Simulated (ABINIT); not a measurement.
# Ag (Fm-3m) in ABINIT: notebook

The runs below take Ag through equation of state, with PBE.

Everything below comes from runs of ABINIT 10.8.3 (patched build). Logs are shortened: lines on timing, memory, paths and dates and some standing lists are left out, and cuts for length are marked. The log counts tension as positive stress, the text compression.

## 1. Starting point

The structure is cubic, space group Fm-3m (No. 225). The conventional cell has a = 4.085 Å, b = 4.085 Å, c = 4.085 Å, α = 90.00°, β = 90.00°, γ = 90.00°. Ag (site symmetry m-3m) has 12 Ag at 2.89 Å as nearest neighbours.

## 2. Equation of state, PBE

The input, run.abi:

```
# Datasets: one volume each
ndtset 7
getwfk -1
scalecart1 3*0.9795861087
scalecart2 3*0.9864848297
scalecart3 3*0.9932883884
scalecart4 3*1.0000000000
scalecart5 3*1.0066227096
scalecart6 3*1.0131594038
scalecart7 3*1.0196128224

# Pseudopotentials
pp_dirpath "./"
pseudos "Ag.upf"

# Structure
acell 5.4592009917 5.4592009917 5.4592009917
rprim
     0.0000000000     0.7071067812     0.7071067812
     0.7071067812     0.0000000000     0.7071067812
     0.7071067812     0.7071067812     0.0000000000
ntypat 1
znucl 47
natom 1
typat 1
xred
     0.0000000000     0.0000000000     0.0000000000

# Plane-wave basis
ecut 1115.666836 eV

# k points
kptopt 1
ngkpt 11 11 11
nshiftk 1
shiftk 0.0 0.0 0.0

# Exchange and correlation
ixc 11

# Bands and occupations
nband 14
occopt 3
tsmear 0.00183747

# SCF cycle
nstep 100
tolvrs 1.0e-10

# Output
iomode 3
prtwf 1
prtden 0
prteig 0
prtebands 0
enunit 1
```

Potentials or basis: PseudoDojo NC SR PBE v0.4.1 standard.

On the command line:

```console
> abinit run.abi > log 2>&1
```

run.abo:

```text
.Version 10.8.3 of ABINIT
 DATASET    1 : space group Fm -3 m (#225); Bravais cF (face-center cubic)
================================================================================
 Values of the parameters that define the memory need for DATASET  1.
     intxc =       0    ionmov =       0      iscf =       7    lmnmax =       6
     lnmax =       6     mgfft =      32  mpssoang =       3    mqgrid =    3001
     natom =       1  nloc_mem =       1    nspden =       1   nspinor =       1
    nsppol =       1      nsym =      48    n1xccc =    2501    ntypat =       1
    occopt =       3   xclevel =       2
       mpw =        1375          nfft =       32768          nkpt =          56
================================================================================
================================================================================
[... 61 lines left out ...]
 DATASET    7 : space group Fm -3 m (#225); Bravais cF (face-center cubic)
================================================================================
 Values of the parameters that define the memory need for DATASET  7.
     intxc =       0    ionmov =       0      iscf =       7    lmnmax =       6
     lnmax =       6     mgfft =      36  mpssoang =       3    mqgrid =    3001
     natom =       1  nloc_mem =       1    nspden =       1   nspinor =       1
    nsppol =       1      nsym =      48    n1xccc =    2501    ntypat =       1
    occopt =       3   xclevel =       2
       mpw =        1550          nfft =       46656          nkpt =          56
================================================================================
================================================================================

--------------------------------------------------------------------------------
------------- Echo of variables that govern the present computation ------------
--------------------------------------------------------------------------------
 -outvars: echo values of preprocessed input variables --------
            acell      5.4592009917E+00  5.4592009917E+00  5.4592009917E+00 Bohr
              amu      1.07868200E+02
             ecut      4.10000000E+01 Hartree
           enunit           1
           getwfk          -1
                       outvar_i_n : Printing only first  50 k-points.
              ixc          11
           jdtset        1    2    3    4    5    6    7
                       outvar_i_n : Printing only first  50 k-points.
         kptrlatt       11    0    0      0   11    0      0    0   11
          kptrlen1     5.88253320E+01
          kptrlen2     5.92396086E+01
          kptrlen3     5.96481705E+01
          kptrlen4     6.00512109E+01
          kptrlen5     6.04489126E+01
          kptrlen6     6.08414490E+01
          kptrlen7     6.12289846E+01
            natom           1
            nband          14
           ndtset           7
            ngfft1         32      32      32
            ngfft2         32      32      32
            ngfft3         32      32      32
            ngfft4         32      32      32
            ngfft5         32      32      32
            ngfft6         32      32      32
            ngfft7         36      36      36
             nkpt          56
            nstep         100
             nsym          48
           ntypat           1
                       prtocc : prtvol=0, do not print more k-points.
           occopt           3
           prtden           0
        prtebands           0
           prteig           0
            rprim1     0.0000000000E+00  6.9267198023E-01  6.9267198023E-01
                       6.9267198023E-01  0.0000000000E+00  6.9267198023E-01
                       6.9267198023E-01  6.9267198023E-01  0.0000000000E+00
            rprim2     0.0000000000E+00  6.9755011263E-01  6.9755011263E-01
                       6.9755011263E-01  0.0000000000E+00  6.9755011263E-01
                       6.9755011263E-01  6.9755011263E-01  0.0000000000E+00
            rprim3     0.0000000000E+00  7.0236095512E-01  7.0236095512E-01
                       7.0236095512E-01  0.0000000000E+00  7.0236095512E-01
                       7.0236095512E-01  7.0236095512E-01  0.0000000000E+00
            rprim4     0.0000000000E+00  7.0710678120E-01  7.0710678120E-01
                       7.0710678120E-01  0.0000000000E+00  7.0710678120E-01
                       7.0710678120E-01  7.0710678120E-01  0.0000000000E+00
            rprim5     0.0000000000E+00  7.1178974407E-01  7.1178974407E-01
                       7.1178974407E-01  0.0000000000E+00  7.1178974407E-01
                       7.1178974407E-01  7.1178974407E-01  0.0000000000E+00
            rprim6     0.0000000000E+00  7.1641188486E-01  7.1641188486E-01
                       7.1641188486E-01  0.0000000000E+00  7.1641188486E-01
                       7.1641188486E-01  7.1641188486E-01  0.0000000000E+00
            rprim7     0.0000000000E+00  7.2097514092E-01  7.2097514092E-01
                       7.2097514092E-01  0.0000000000E+00  7.2097514092E-01
                       7.2097514092E-01  7.2097514092E-01  0.0000000000E+00
          spgroup         225
           tolvrs      1.00000000E-10
           tsmear      1.83747000E-03 Hartree
            typat      1
                       outvars : Printing only first  50 k-points.
            znucl       47.00000

================================================================================

 chkinp: Checking input parameters for consistency, jdtset=   1.

 chkinp: Checking input parameters for consistency, jdtset=   2.

 chkinp: Checking input parameters for consistency, jdtset=   3.

 chkinp: Checking input parameters for consistency, jdtset=   4.
[... 22 lines left out ...]
 Real(R)+Recip(G) space primitive vectors, cartesian coordinates (Bohr,Bohr^-1):
 R(1)=  0.0000000  3.7814356  3.7814356  G(1)= -0.1322249  0.1322249  0.1322249
 R(2)=  3.7814356  0.0000000  3.7814356  G(2)=  0.1322249 -0.1322249  0.1322249
 R(3)=  3.7814356  3.7814356  0.0000000  G(3)=  0.1322249  0.1322249 -0.1322249
 Unit cell volume ucvol=  1.0814342E+02 bohr^3
 Angles (23,13,12)=  6.00000000E+01  6.00000000E+01  6.00000000E+01 degrees

 getcut: wavevector=  0.0000  0.0000  0.0000  ngfft=  32  32  32
         ecut(hartree)=     41.000   => boxcut(ratio)=   2.07597

--- Pseudopotential description ------------------------------------------------
- pspini: atom type   1  psp file is ./Ag.upf
12 -101130 2 -1 1538                          pspcod,pspxc,lmax,lloc,mmax
     nproj     2     2     2

   5.23596048E+02                                ecore*ucvol(ha*bohr**3)
--------------------------------------------------------------------------------

================================================================================

--- !BeginCycle
iteration_state: {dtset: 1, }
solver: {iscf: 7, nstep: 100, nline: 4, wfoptalg: 0, }
tolerances: {tolvrs: 1.00E-10, }
...

     iter   Etot(hartree)      deltaE(h)  residm     vres2
 ETOT  1  -154.96014709918    -1.550E+02 1.256E-01 6.226E+01
 ETOT  2  -155.00008840099    -3.994E-02 2.586E-02 6.441E+01
 ETOT  3  -155.01684789615    -1.676E-02 8.486E-04 6.082E-02
 ETOT  4  -155.01686521008    -1.731E-05 1.804E-03 3.162E-04
 ETOT  5  -155.01686522979    -1.970E-08 7.658E-05 8.726E-06
 ETOT  6  -155.01686523139    -1.609E-09 1.821E-04 4.500E-07
 ETOT  7  -155.01686523150    -1.029E-10 1.270E-05 1.335E-10
 ETOT  8  -155.01686523150    -2.501E-12 2.240E-05 2.811E-12
[... 816 lines left out ...]
 Real(R)+Recip(G) space primitive vectors, cartesian coordinates (Bohr,Bohr^-1):
 R(1)=  0.0000000  3.9359482  3.9359482  G(1)= -0.1270342  0.1270342  0.1270342
 R(2)=  3.9359482  0.0000000  3.9359482  G(2)=  0.1270342 -0.1270342  0.1270342
 R(3)=  3.9359482  3.9359482  0.0000000  G(3)=  0.1270342  0.1270342 -0.1270342
 Unit cell volume ucvol=  1.2194897E+02 bohr^3
 Angles (23,13,12)=  6.00000000E+01  6.00000000E+01  6.00000000E+01 degrees

 getcut: wavevector=  0.0000  0.0000  0.0000  ngfft=  36  36  36
         ecut(hartree)=     41.000   => boxcut(ratio)=   2.24378

 getcut : COMMENT -
  Note that boxcut > 2.2 ; recall that boxcut=Gcut(box)/Gcut(sphere) = 2
  is sufficient for exact treatment of convolution.
  Such a large boxcut is a waste : you could raise ecut
  e.g. ecut=   51.604315 Hartrees makes boxcut=2

--------------------------------------------------------------------------------

-inwffil : will read wavefunctions from disk file runo_DS6_WFK.nc

================================================================================

--- !BeginCycle
iteration_state: {dtset: 7, }
solver: {iscf: 7, nstep: 100, nline: 4, wfoptalg: 0, }
tolerances: {tolvrs: 1.00E-10, }
...
[... 95 lines left out ...]
 Cartesian components of stress tensor (hartree/bohr^3)
  sigma(1 1)=  5.10750954E-05  sigma(3 2)=  0.00000000E+00
  sigma(2 2)=  5.10750954E-05  sigma(3 1)=  0.00000000E+00
  sigma(3 3)=  5.10750954E-05  sigma(2 1)=  0.00000000E+00

-Cartesian components of stress tensor (GPa)         [Pressure= -1.5027E+00 GPa]
- sigma(1 1)=  1.50268119E+00  sigma(3 2)=  0.00000000E+00
- sigma(2 2)=  1.50268119E+00  sigma(3 1)=  0.00000000E+00
- sigma(3 3)=  1.50268119E+00  sigma(2 1)=  0.00000000E+00

== END DATASET(S) ==============================================================
================================================================================

 -outvars: echo values of variables after computation  --------
            acell      5.4592009917E+00  5.4592009917E+00  5.4592009917E+00 Bohr
           etotal1    -1.5501686523E+02
           etotal2    -1.5501775113E+02
           etotal3    -1.5501839878E+02
           etotal4    -1.5501883768E+02
           etotal5    -1.5501909453E+02
           etotal6    -1.5501919166E+02
           etotal7    -1.5501915123E+02
            fcart1    -0.0000000000E+00 -0.0000000000E+00 -0.0000000000E+00
            fcart2     0.0000000000E+00  0.0000000000E+00  0.0000000000E+00
            fcart3    -0.0000000000E+00 -0.0000000000E+00 -0.0000000000E+00
            fcart4     0.0000000000E+00  0.0000000000E+00  0.0000000000E+00
            fcart5    -0.0000000000E+00 -0.0000000000E+00 -0.0000000000E+00
            fcart6    -0.0000000000E+00 -0.0000000000E+00 -0.0000000000E+00
            fcart7     0.0000000000E+00  0.0000000000E+00  0.0000000000E+00
            rprim1     0.0000000000E+00  6.9267198023E-01  6.9267198023E-01
                       6.9267198023E-01  0.0000000000E+00  6.9267198023E-01
                       6.9267198023E-01  6.9267198023E-01  0.0000000000E+00
            rprim2     0.0000000000E+00  6.9755011263E-01  6.9755011263E-01
                       6.9755011263E-01  0.0000000000E+00  6.9755011263E-01
                       6.9755011263E-01  6.9755011263E-01  0.0000000000E+00
            rprim3     0.0000000000E+00  7.0236095512E-01  7.0236095512E-01
                       7.0236095512E-01  0.0000000000E+00  7.0236095512E-01
[... 9 lines left out ...]
                       7.1641188486E-01  7.1641188486E-01  0.0000000000E+00
            rprim7     0.0000000000E+00  7.2097514092E-01  7.2097514092E-01
                       7.2097514092E-01  0.0000000000E+00  7.2097514092E-01
                       7.2097514092E-01  7.2097514092E-01  0.0000000000E+00
           strten1    -4.3458979605E-04 -4.3458979605E-04 -4.3458979605E-04
                       0.0000000000E+00  0.0000000000E+00  0.0000000000E+00
           strten2    -3.2413112639E-04 -3.2413112639E-04 -3.2413112639E-04
                       0.0000000000E+00  0.0000000000E+00  0.0000000000E+00
           strten3    -2.2740501710E-04 -2.2740501710E-04 -2.2740501710E-04
                       0.0000000000E+00  0.0000000000E+00  0.0000000000E+00
           strten4    -1.4280374553E-04 -1.4280374553E-04 -1.4280374553E-04
                       0.0000000000E+00  0.0000000000E+00  0.0000000000E+00
           strten5    -6.9072303509E-05 -6.9072303509E-05 -6.9072303509E-05
                       0.0000000000E+00  0.0000000000E+00  0.0000000000E+00
           strten6    -4.7824235927E-06 -4.7824235927E-06 -4.7824235927E-06
                       0.0000000000E+00  0.0000000000E+00  0.0000000000E+00
           strten7     5.1075095389E-05  5.1075095389E-05  5.1075095389E-05
                       0.0000000000E+00  0.0000000000E+00  0.0000000000E+00
 Calculation completed.
```

It took 2.4 min on 1 thread of Arm Neoverse V2, shared host; peak memory 0.11 GiB.

What came out:

```
Equilibrium volume                      : 17.79 Å³/atom
Bulk modulus                            : 90 GPa
Pressure derivative of the bulk modulus : 6.2
```

Energy against volume, from the lowest point:
| volume (Å³/atom) | energy (meV/atom) |
| --- | --- |
| 16.025 | 63.31 |
| 16.366 | 39.20 |
| 16.707 | 21.58 |
| 17.048 | 9.63 |
| 17.389 | 2.64 |
| 17.730 | 0.00 |
| 18.071 | 1.10 |

Caveat: pressures at fixed basis lie under the slope of the energies. Zero-point motion and thermal expansion aren't in these numbers.

## 3. Equation of state, PBE

run.abi is that of step 2.

Potentials or basis: PseudoDojo NC SR PBE v0.4 stringent.

On the command line:

```console
> abinit run.abi > log 2>&1
```

Run time: 2.4 min. Hardware: 1 thread of Arm Neoverse V2, shared host; peak memory 0.11 GiB.

The run converged. Its results:

```yaml
Equilibrium_volume: 17.79 Å³/atom
Bulk_modulus: 90 GPa
Pressure_derivative_of_the_bulk_modulus: 6.2
```

Energy against volume, from the lowest point:
| volume (Å³/atom) | energy (meV/atom) |
| --- | --- |
| 16.025 | 63.31 |
| 16.366 | 39.20 |
| 16.707 | 21.58 |
| 17.048 | 9.63 |
| 17.389 | 2.64 |
| 17.730 | 0.00 |
| 18.071 | 1.10 |

Caveat: pressures at fixed basis lie under the slope of the energies.
